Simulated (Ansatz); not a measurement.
Crystal: ZrSe2.

```
Zr Se
1.0
     3.79800    0.00000    0.00000
    -1.89900    3.28916    0.00000
     0.00000    0.00000    6.19200
Zr Se
1 2
Direct
  0.00000 0.00000 0.00000
  0.66667 0.33333 0.75000
  0.33333 0.66667 0.25000
```

Base run:

```yaml
Program: Ansatz 0.2.0
Functional: PBE
Potentials_or_basis: all-electron LAPW, scalar-relativistic
Cutoff: 216 eV (chosen from the basis error)
Basis_error_allowed: 0.002 eV/atom
k_mesh: 8 × 8 × 5
Occupations: fermi-dirac, width 0.05 eV
Spin: no spin polarisation
```

Its results: band gap on the k mesh 0.41 eV, indirect (least direct gap 1.06 eV); pressure 1.9 GPa; largest force 0.284 eV/Å.

Problem. The run is repeated on the same cell with these changes: functional from PBE to PBEsol. What comes out?

Solution. Band gap on the k mesh 0.36 eV, indirect (least direct gap 1.02 eV); pressure -1.2 GPa; largest force 0.085 eV/Å.

PBEsol binds more tightly than PBE, so the same cell stands under less pressure.

Caveats: this functional lacks dispersion, which binds the layers, so the pressure and a relaxed spacing across them are unreliable.

A k mesh can miss the band edges.
